SiO₂ (space group P4_2/mnm), computed with Ansatz 0.2.0 using PBEsol, scalar-relativistic frozen-core PAW (soft_2 datasets, made for PBE), a 420 eV wave cutoff and a 6×6×9 k mesh. The atoms keep the same fractional positions in every cell, without relaxation. Pressure is positive in compression.

| volume (Å³/atom) | c/a | shortest distance (Å) | pressure (GPa) |
| --- | --- | --- | --- |
| 7.303 | 0.6382 | 1.721 | 27.286 |
| 7.458 | 0.6382 | 1.733 | 18.693 |
| 7.614 | 0.6382 | 1.745 | 10.930 |
| 7.691 | 0.6382 | 1.751 | 7.337 |
| 7.769 | 0.6382 | 1.756 | 3.921 |
| 7.847 | 0.6382 | 1.762 | 0.673 |
| 7.925 | 0.6382 | 1.768 | -2.412 |
| 7.925 | 0.6319 | 1.764 | -1.943 |
| 8.083 | 0.6257 | 1.771 | -7.240 |
| 8.235 | 0.6382 | 1.791 | -13.280 |

Two rows have the same volume, 7.925 Å³/atom, but different pressures: −2.41 and −1.94 GPa. An equation of state assigns one pressure to each volume, so these ten rows can't all lie on one. The density-functional calculation itself is not what fails here. What fails is the shortcut of treating pressure as a function of volume alone, when it also depends on the shape of the cell and on the positions of the atoms in it.

The column c/a, the ratio of the short cell edge to the long one, shows where the trouble starts. Eight rows scale the whole stishovite cell and keep c/a at 0.6382. The other two start from the cell at 7.769 Å³/atom and stretch only the two equal edges a and b, by 1 % and 2 %. In every row the atoms simply ride along with the cell.

## The warning sign: a kink in the stiffness

Stiffness here means the fall in pressure divided by the rise in ln V, where V is the volume. In the scaled cells it drops at every step of expansion, starting from 408 GPa. Over the last step it is (13.280 − 2.412)/ln(8.235/7.925) ≈ 283 GPa. This is normal behaviour: as the atoms move apart, the repulsion between them weakens and the crystal yields more easily.

Now put the stretched rows on the same curve, in place of the scaled cell at 7.925. From 7.847 to 7.925 the apparent stiffness is only 263 GPa, where the scaled cells give 313. Between 8.083 and 8.235 it jumps to 324 GPa. The crystal seems to soften too fast and then to harden as it expands, but only because the curve switches from one shape to another and back.

## Why shape changes the pressure

The tabulated pressure is the mean of three stresses, one along each edge and all positive in compression. When the cell is scaled uniformly, the stress along c changes about 1.25 times as much as the stress along a. In this sense the crystal is stiffer along c. Near zero stress the same imbalance works in reverse: a small strain along c shifts the mean pressure more than an equal strain along a.

The structure suggests two reasons. In this rutile-type crystal, SiO₆ octahedra share edges and form chains along c. Neighbouring silicon ions in a chain are one c edge apart, about 2.7 Å, and face each other across a shared edge. Shortening c pushes these positive ions together, while silicon ions in different chains are more than 3 Å apart. The Si–O bonds favour c as well. Four of the six bonds around each silicon rise by half a c edge, about 1.3 Å over a length of 1.76 Å, so shortening c squeezes them hard. Even if all six bonds were equal springs, this slant alone would be expected to make the crystal stiffer along c. The table doesn't separate the two causes, so the explanation is a structural argument and not a computed result.

The equal-volume pair now makes sense. Compared with the scaled cell, the stretched one has longer a and b edges and a shorter c edge. Lengthening the soft directions relieves some pressure, but shortening the stiff one adds more. The mean pressure therefore rises although the volume hardly changes.

## How large the effect should be

The size of the gap can be estimated without using the pressure of the stretched cell. Let s = ln(c/a), and let D be the stress along c less the stress along a. At fixed shape, the energy changes with ln V at the rate −VP, where P is the pressure. At fixed volume, it changes with s at the rate −(2/3)VD. The order of the two changes can't matter to the energy, and this gives

dP/ds = (2/3)(D + dD/d ln V).

At the scaled 7.925 cell, D is −0.87 GPa. Between 7.847 and 7.925 it changes at a rate of about −72 GPa per unit of ln V. The right-hand side is then (2/3)(−0.87 − 72) ≈ −49 GPa.

Going to the stretched cell changes s by ln(0.6319/0.6382) ≈ −0.0099, so the pressure should rise by about 0.48 GPa. The stretched cell is also larger by a hair, which takes away 0.03 GPa. The estimate is thus 0.45 GPa, against a computed gap of 0.47 GPa.

The agreement, within about 4 % of the gap, shows that cell shape accounts for the difference. It is no test of the functional, because any consistent energy must obey the same relation. The small remainder is no surprise, since the estimate applies a slope taken at the start to the whole change of shape. The relation also tells what to expect elsewhere: the more unequally the axes respond to uniform scaling, the more the pressure depends on shape. In an undistorted cubic crystal, symmetry removes this first-order effect.

## A pressure near zero can mislead

Of the two cells at 7.925, the stretched one has the mean pressure closer to zero. Yet its energy is 2.6 meV per cell higher. Its stresses explain why: it is under a tension of 3.15 GPa along a and b, but under a compression of 0.47 GPa along c. These partly cancel in the mean, although the cell is out of balance along every edge. The stretch has overshot the best shape for this volume.

The scaled series has a milder form of the same fault. Its mean pressure passes through zero near 7.86 Å³/atom, but there the stresses along c and a still differ by 0.3 GPa. Each oxygen also feels a force, with components of about 0.08 eV/Å along a and b. So this is not the fully relaxed crystal, even though its pressure vanishes.

Under compression the mismatch grows. At 7.303 Å³/atom the stress along c exceeds that along a by 5.8 GPa, which is 5.763/27.286 ≈ 21 % of the pressure. A sample in a fluid pressure medium would feel equal stress from all sides and would adjust its shape until the difference was gone. The frozen curve describes a crystal that is denied this adjustment.

That denial also affects the stiffness. A crystal that is free to change its shape and shift its atoms takes the cheapest route to a new volume. Starting from a relaxed state, this freedom can only lower the stiffness or leave it unchanged. The value of 313 GPa near zero pressure is therefore best read as an approximate upper limit at this level of theory. Letting only the shape adjust would be expected to lower it by roughly 8 GPa, judging from how D changes with volume and between the two cells at 7.925. How much more the shifting of the atoms would take away is unknown, because no cell with shifted atoms was computed.

## What to do about it

**Keep different shapes apart.** Check c/a before drawing a pressure–volume curve. The eight scaled cells form a consistent series, and the two stretched ones belong to a study of elastic response. If c/a isn't at hand, compute the stiffness step by step and look for a rise on expansion. Such a rise is a warning, but a smooth fall doesn't prove that all cells share one shape.

**Read the separate stresses and the forces.** Both should be checked, since neither covers for the other. In the stretched 7.925 cell the force on oxygen has almost vanished, while the stresses along a and c differ by 3.6 GPa. Small forces show that the atoms sit well in the given cell, not that the cell has the right shape.

**For hydrostatic data, relax at each volume.** Let c/a and the atomic positions adjust until the stresses are equal and the forces vanish. Then take the pressure and the stiffness from those cells. The scaled series remains useful for what it is, the response of a crystal with frozen proportions.

**Trust differences more than absolute pressures.** The pressure at 7.769 Å³/atom agrees with the slope of the energy to within a few hundredths of a GPa, so the stresses and energies are consistent. The correction for the finite basis differs by only 0.004 GPa between the two cells at 7.925, so it can't explain their gap. But the atomic data files were made for PBE and used with PBEsol, and their effect on absolute pressures is untested here. Zero-point motion and temperature are also missing, which matters if the zero-pressure volume is to be compared with a laboratory value.

The printed output follows, and two of its lines are wrong. The stiffness given there for the last interval, 313.1 GPa, repeats the step from 7.847 to 7.925; the correct value is the 283 GPa worked out above. The percentage given for 7.303 uses the stress difference of the 8.083 cell, and the correct value is 21 %.

Printed output of the fit:

```
Stresses in GPa and force component on O in eV/Å:
    row  along_a  along_c  c_less_a  force_O
  7.303    25.36    31.13     5.763  -0.4773
  7.458     17.4    21.29     3.891  -0.3569
  7.614    10.21    12.38     2.171  -0.2442
  7.691    6.883    8.245     1.362  -0.1907
  7.769    3.726     4.31    0.5844  -0.1389
  7.847   0.7252   0.5696   -0.1556  -0.0888
  7.925   -2.123   -2.989   -0.8664  -0.0403
  7.925   -3.149   0.4709      3.62  0.00557
  8.083   -9.373   -2.973     6.399   0.1548
  8.235   -12.14   -15.57    -3.432   0.1384
Pressure of stretched less scaled cell at 7.925 Å³/atom, GPa: 0.469
Estimate of this gap from shape and small volume difference, GPa: 0.4522
Part of the estimate from the small volume difference, GPa: -0.03069
Difference of the finite-basis pressure correction in the pair, GPa: -0.003841
Energy of stretched less scaled cell at 7.925 Å³/atom, meV per cell: 2.62
Pressure at 7.769 Å³/atom from the energies of its neighbours, GPa: 3.927
Stiffness of scaled cells in the first interval (7.303 to 7.458), GPa: 408.1
Stiffness of scaled cells in the last interval (7.925 to 8.235), GPa: 313.1
Stiffness from 7.847 to the scaled 7.925 cell, GPa: 313.1
Apparent stiffness from 7.847 to the stretched 7.925 cell, GPa: 262.9
Apparent stiffness from the stretched 8.083 cell to 8.235, GPa: 323.6
Stress change along c over that along a in the scaled cells, ratio: 1.245
Stress along c less along a at 7.303 as percentage of pressure: 23.45
Volume of zero mean pressure in the scaled cells, Å³/atom: 7.864
Stress along c less along a at that volume, GPa: -0.3106
Force component on O at that volume, eV/Å: -0.07822
```
